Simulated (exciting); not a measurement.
# GaAs (F-43m) in exciting: notebook

The runs below take GaAs through single point, with PBEsol, BLYP+D2.

Program: exciting (release sodium). These are calculated values, not measurements. Logs are shortened: lines on timing, memory, paths and dates and some standing lists are left out, and cuts for length are marked.

**Experimental background.**

From “Evidence of valence band perturbations in GaAsN/GaAs(001): A combined variable-angle spectroscopic ellipsometry and modulated photoreflectance investigation”, 2008, arxiv:0805.2212, for a bulk crystal of GaAs at 300 K: band gap 1.412 ± 0.01 eV (direct); band gap 1.418 ± 0.005 eV (direct).

The runs below are set against these values where they give the same quantity.

**1. Starting point**

It takes space group F-43m (No. 216, cubic). The conventional cell has a = 5.654 Å, b = 5.654 Å, c = 5.654 Å, α = 90.00°, β = 90.00°, γ = 90.00°. Around As (site symmetry -43m) lie 4 Ga at 2.45 Å. Around Ga (site symmetry -43m) lie 4 As at 2.45 Å.

**2. Single point, PBEsol**

The input, input.xml:

```xml
<input>
  <title>GaAs</title>
  <structure speciespath="./" tshift="false">
    <crystal scale="1">
      <basevect>0.000000000000 5.341972295398 5.341972295398</basevect>
      <basevect>5.341972295398 0.000000000000 5.341972295398</basevect>
      <basevect>5.341972295398 5.341972295398 0.000000000000</basevect>
    </crystal>
    <species speciesfile="As.xml" rmt="2">
      <atom coord="0.750000000000 0.750000000000 0.750000000000"/>
    </species>
    <species speciesfile="Ga.xml" rmt="2">
      <atom coord="0.000000000000 0.000000000000 0.000000000000"/>
    </species>
  </structure>
  <groundstate do="fromscratch" ngridk="5 5 5" rgkmax="8" gmaxvr="14" lmaxapw="10" lmaxmat="10" lmaxvr="8" xctype="GGA_PBE_SOL" stype="Gaussian" swidth="0.00183747" nempty="10" ValenceRelativity="iora*" epsengy="1e-05" epspot="1e-05" maxscl="60" tforce="true" outputlevel="high"/>
  <properties>
    <chargedensityplot>
      <plot3d>
        <box grid="20 20 20">
          <origin coord="0 0 0"/>
          <point coord="1 0 0"/>
          <point coord="0 1 0"/>
          <point coord="0 0 1"/>
        </box>
      </plot3d>
    </chargedensityplot>
    <elfplot>
      <plot3d>
        <box grid="20 20 20">
          <origin coord="0 0 0"/>
          <point coord="1 0 0"/>
          <point coord="0 1 0"/>
          <point coord="0 0 1"/>
        </box>
      </plot3d>
    </elfplot>
    <exccplot>
      <plot3d>
        <box grid="20 20 20">
          <origin coord="0 0 0"/>
          <point coord="1 0 0"/>
          <point coord="0 1 0"/>
          <point coord="0 0 1"/>
        </box>
      </plot3d>
    </exccplot>
  </properties>
</input>
```

Potentials or basis: all-electron LAPW+lo, shipped species files, valence relativity iora*.

Command:

```
$ OMP_NUM_THREADS=1 exciting_smp
```

INFO.OUT:

```text
================================================================================
EXCITING SODIUM started
[... 10 lines left out ...]

 Lattice vectors (cartesian) :
      0.0000000000      5.3419722954      5.3419722954
      5.3419722954      0.0000000000      5.3419722954
      5.3419722954      5.3419722954      0.0000000000

 Reciprocal lattice vectors (cartesian) :
     -0.5880960214      0.5880960214      0.5880960214
      0.5880960214     -0.5880960214      0.5880960214
      0.5880960214      0.5880960214     -0.5880960214

 Unit cell volume                           :     304.8841797692
 Brillouin zone volume                      :       0.8135883391

 Species :    1 (As)
     parameters loaded from                 :    As.xml
     name                                   :    arsenic
     nuclear charge                         :     -33.00000000
     electronic charge                      :      33.00000000
     atomic mass                            :  136573.72190000
     muffin-tin radius                      :       2.00000000
     # of radial points in muffin-tin       :     350

     atomic positions (lattice) :
       1 :   0.75000000  0.75000000  0.75000000

 Species :    2 (Ga)
     parameters loaded from                 :    Ga.xml
     name                                   :    gallium
     nuclear charge                         :     -31.00000000
     electronic charge                      :      31.00000000
     atomic mass                            :  127097.25380000
     muffin-tin radius                      :       2.00000000
     # of radial points in muffin-tin       :     350

     atomic positions (lattice) :
       1 :   0.00000000  0.00000000  0.00000000

 Total number of atoms per unit cell        :       2

 Spin treatment                             :    spin-unpolarised

 Number of Bravais lattice symmetries       :      48
 Number of crystal symmetries               :      24

 k-point grid                               :       5    5    5
 Total number of k-points                   :      14
 k-point set is reduced with crystal symmetries

 R^MT_min * |G+k|_max (rgkmax)              :       8.00000000
 Species with R^MT_min                      :       1 (As)
 Maximum |G+k| for APW functions            :       4.00000000
 Maximum |G| for potential and density      :      14.00000000
 Polynomial order for pseudochg. density    :       9

 G-vector grid sizes                        :      36    36    36
 Total number of G-vectors                  :   14163

 Maximum angular momentum used for
     APW functions                          :      10
     computing H and O matrix elements      :      10
     potential and density                  :       8
     inner part of muffin-tin               :       2

 Total nuclear charge                       :     -64.00000000
 Total electronic charge                    :      64.00000000
 Total core charge                          :      36.00000000
 Total valence charge                       :      28.00000000

 Effective Wigner radius, r_s               :       1.04381156

 Number of empty states                     :      10
 Total number of valence states             :      25

 Maximum Hamiltonian size                   :     361
 Maximum number of plane-waves              :     333
 Total number of local-orbitals             :      28

 Exchange-correlation type                  :      22
     PBEsol, Phys. Rev. Lett. 100, 136406 (2008)
     Generalised gradient approximation (GGA)

 Smearing scheme                            :    Gaussian
 Smearing width                             :       0.00183747

 Using multisecant Broyden potential mixing
[... 6 lines left out ...]
* Groundstate module started                                                   *
********************************************************************************
 Output level for this task is set to high

++++++++++++++++++++++++++++++++++++++++++++++++++++++++++++++++++++++++++++++++
[... 5 lines left out ...]
+ SCF iteration number :    1                                                  +
++++++++++++++++++++++++++++++++++++++++++++++++++++++++++++++++++++++++++++++++
 Total energy                               :     -4201.11143053
 _______________________________________________________________
 Fermi energy                               :         0.18271979
 Kinetic energy                             :      4291.38173004
 Coulomb energy                             :     -8336.06510606
 Exchange energy                            :      -152.86584687
 Correlation energy                         :        -3.56220763
 Sum of eigenvalues                         :     -2419.97591670
 Effective potential energy                 :     -6711.35764674
 Coulomb potential energy                   :     -6506.16482586
 xc potential energy                        :      -205.19282088
 Hartree energy                             :      1376.86483860
 Electron-nuclear energy                    :     -9259.89450306
 Nuclear-nuclear energy                     :      -453.03544160
 Madelung energy                            :     -5082.98269313
 Core-electron kinetic energy               :         0.00000000

 DOS at Fermi energy (states/Ha/cell)       :         0.00000000

 Electron charges :
     core                                   :        36.00000000
     core leakage                           :         0.00788154
     valence                                :        28.00000000
     interstitial                           :         4.77094093
     charge in muffin-tin spheres :
                  atom     1    As          :        30.49131491
                  atom     2    Ga          :        28.73774416
     total charge in muffin-tins            :        59.22905907
     total charge                           :        64.00000000
[... 489 lines left out ...]
 Electron charges :
     core                                   :        36.00000000
     core leakage                           :         0.00771506
     valence                                :        28.00000000
     interstitial                           :         4.81058191
     charge in muffin-tin spheres :
                  atom     1    As          :        30.37845707
                  atom     2    Ga          :        28.81096102
     total charge in muffin-tins            :        59.18941809
     total charge                           :        64.00000000

 Estimated fundamental gap                  :         0.01576259
        valence-band maximum at    1      0.0000  0.0000  0.0000
     conduction-band minimum at    1      0.0000  0.0000  0.0000

 RMS change in effective potential (target) :  0.548588E-08  ( 0.100000E-04)
 Absolute change in total energy   (target) :  0.133136E-05  ( 0.100000E-04)
 Charge distance                   (target) :  0.138925E-08  ( 0.100000E-04)
 Abs. change in max-nonIBS-force   (target) :   0.00000      ( 0.500000E-04)

++++++++++++++++++++++++++++++++++++++++++++++++++++++++++++++++++++++++++++++++
| Convergency criteria checked for the last 2 iterations                       +
| Convergence targets achieved. Performing final SCF iteration                 +
++++++++++++++++++++++++++++++++++++++++++++++++++++++++++++++++++++++++++++++++
 Total energy                               :     -4202.19015014
 _______________________________________________________________
 Fermi energy                               :         0.18754185
 Kinetic energy                             :      4291.01312104
 Coulomb energy                             :     -8336.72514234
 Exchange energy                            :      -152.91445792
 Correlation energy                         :        -3.56367091
 Sum of eigenvalues                         :     -2420.34915861
 Effective potential energy                 :     -6711.36227964
 Coulomb potential energy                   :     -6506.10331772
 xc potential energy                        :      -205.25896192
 Hartree energy                             :      1377.58638302
 Electron-nuclear energy                    :     -9261.27608376
 Nuclear-nuclear energy                     :      -453.03544160
 Madelung energy                            :     -5083.67348348
 Core-electron kinetic energy               :         0.00000000

 DOS at Fermi energy (states/Ha/cell)       :         0.00000020

 Electron charges :
     core                                   :        36.00000000
     core leakage                           :         0.00771506
     valence                                :        28.00000000
     interstitial                           :         4.81058191
     charge in muffin-tin spheres :
                  atom     1    As          :        30.37845707
                  atom     2    Ga          :        28.81096102
     total charge in muffin-tins            :        59.18941809
     total charge                           :        64.00000000

 Estimated fundamental gap                  :         0.01576259
        valence-band maximum at    1      0.0000  0.0000  0.0000
     conduction-band minimum at    1      0.0000  0.0000  0.0000

++++++++++++++++++++++++++++++++++++++++++++++++++++++++++++++++++++++++++++++++
+ Self-consistent loop stopped                                                 +
++++++++++++++++++++++++++++++++++++++++++++++++++++++++++++++++++++++++++++++++
 STATE.OUT is written

--------------------------------------------------------------------------------
- Writing atomic positions and forces                                          -
--------------------------------------------------------------------------------

 Atomic positions (lattice) :
 atom     1  As  :     0.75000000    0.75000000    0.75000000
 atom     2  Ga  :     0.00000000    0.00000000    0.00000000

 Total atomic forces including IBS (cartesian) :
 atom     1  As  :     0.00000000    0.00000000   -0.00000000
 atom     2  Ga  :    -0.00000000   -0.00000000    0.00000000

 Atomic force components including IBS (cartesian) :
 atom     1  As  :    -0.00000000   -0.00000000    0.00000000   HF force
                 :    -0.00000000   -0.00000000    0.00000000   core correction
                 :    -0.00000000   -0.00000000    0.00000000   IBS correction
 atom     2  Ga  :     0.00000000    0.00000000   -0.00000000   HF force
                 :     0.00000000    0.00000000   -0.00000000   core correction
                 :     0.00000000    0.00000000   -0.00000000   IBS correction

********************************************************************************
* Groundstate module stopped                                                   *
********************************************************************************

================================================================================
| EXCITING SODIUM stopped                                                      =
================================================================================
```

Run time: 37 s. Hardware: 1 thread of AMD EPYC 7R13 (Zen 3), shared host; peak memory 0.14 GiB.

Results:

| Quantity | Value |
| --- | --- |
| Free energy | -114347.4193 eV |
| Band gap on the k mesh | 0.43 eV, direct |
| All electrons inside the program's atomic spheres | As 30.38; Ga 28.81 (radii As 2.0, Ga 2.0 bohr) |

Caveat: rgkmax is low for these elements, so energy differences scatter by about 1 meV per atom.

**3. Single point, PBEsol**

The input, input.xml:

```xml
<input>
  <title>GaAs</title>
  <structure speciespath="./" tshift="false">
    <crystal scale="1">
      <basevect>0.000000000000 5.341972295398 5.341972295398</basevect>
      <basevect>5.341972295398 0.000000000000 5.341972295398</basevect>
      <basevect>5.341972295398 5.341972295398 0.000000000000</basevect>
    </crystal>
    <species speciesfile="As.xml" rmt="2">
      <atom coord="0.750000000000 0.750000000000 0.750000000000"/>
    </species>
    <species speciesfile="Ga.xml" rmt="2">
      <atom coord="0.000000000000 0.000000000000 0.000000000000"/>
    </species>
  </structure>
  <groundstate do="fromscratch" ngridk="5 5 5" rgkmax="8" gmaxvr="14" lmaxapw="10" lmaxmat="10" lmaxvr="8" xctype="GGA_PBE_SOL" stype="Gaussian" swidth="0.00099223" nempty="10" ValenceRelativity="iora*" epsengy="1e-05" epspot="1e-05" maxscl="60" tforce="true" outputlevel="normal"/>
</input>
```

Potentials or basis: all-electron LAPW+lo, shipped species files, valence relativity iora*.

Command:

```
$ OMP_NUM_THREADS=1 exciting_smp
```

INFO.OUT:

```text
================================================================================
EXCITING SODIUM started
[... 10 lines left out ...]

 Lattice vectors (cartesian) :
      0.0000000000      5.3419722954      5.3419722954
      5.3419722954      0.0000000000      5.3419722954
      5.3419722954      5.3419722954      0.0000000000

 Reciprocal lattice vectors (cartesian) :
     -0.5880960214      0.5880960214      0.5880960214
      0.5880960214     -0.5880960214      0.5880960214
      0.5880960214      0.5880960214     -0.5880960214

 Unit cell volume                           :     304.8841797692
 Brillouin zone volume                      :       0.8135883391

 Species :    1 (As)
     parameters loaded from                 :    As.xml
[... 539 lines left out ...]

--------------------------------------------------------------------------------
- Writing atomic positions and forces                                          -
--------------------------------------------------------------------------------

 Atomic positions (lattice) :
 atom     1  As  :     0.75000000    0.75000000    0.75000000
 atom     2  Ga  :     0.00000000    0.00000000    0.00000000

 Total atomic forces including IBS (cartesian) :
 atom     1  As  :    -0.00000000    0.00000000    0.00000000
 atom     2  Ga  :     0.00000000    0.00000000   -0.00000000

 Atomic force components including IBS (cartesian) :
 atom     1  As  :    -0.00000000   -0.00000000   -0.00000000   HF force
                 :    -0.00000000    0.00000000   -0.00000000   core correction
                 :    -0.00000000   -0.00000000    0.00000000   IBS correction
 atom     2  Ga  :     0.00000000    0.00000000    0.00000000   HF force
                 :     0.00000000   -0.00000000    0.00000000   core correction
                 :     0.00000000    0.00000000   -0.00000000   IBS correction

********************************************************************************
* Groundstate module stopped                                                   *
********************************************************************************

================================================================================
| EXCITING SODIUM stopped                                                      =
================================================================================
```

Run time: 48 s. Hardware: 1 thread of AMD EPYC 7R43 (Zen 3), shared host; peak memory 0.14 GiB.

What came out:

- Free energy: -114347.4192 eV
- Band gap on the k mesh: 0.43 eV, direct
- All electrons inside the program's atomic spheres: As 30.38; Ga 28.81 (radii As 2.0, Ga 2.0 bohr)

Caveat: rgkmax is low for these elements, so energy differences scatter by about 1 meV per atom.

(Part 1 of 2 ends here.)
